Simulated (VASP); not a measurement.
## Ce: equation of state with PBE

The system is Ce.

```
Ce
1.0
    -1.94330    1.94330    1.94330
     1.94330   -1.94330    1.94330
     1.94330    1.94330   -1.94330
Ce
1
Cartesian
  0.0000 0.0000 0.0000
```

This isn't the form of Ce at room conditions, which is fcc.

- Program: VASP 6.6.1
- Task: equation of state
- Functional: PBE
- Potentials or basis: VASP PAW PBE potentials, release 64 (Ce)
- Cutoff: 520 eV
- k mesh: 10 × 10 × 10
- Occupations: fermi-dirac, width 0.05 eV
- Spin: collinear spin, ferromagnetic start
- Starting moments: [1.0] μB

```yaml
Equilibrium_volume: outside the volumes run
```

Energy against volume, from the lowest point:
```tsv
volume (Å³/atom)	energy (meV/atom)
27.593	0.00
28.181	3.72
28.768	8.22
29.355	11.18
29.942	13.61
30.529	15.98
31.116	19.24
```

All runs of the series together: 5.7 min on 1 thread of Intel(R) Xeon(R) 6975P-C (Granite Rapids) (shared host).

Caveat: the magnetic or orbital state may not be the lowest. The state reached can hang on the start; a lower one may exist.
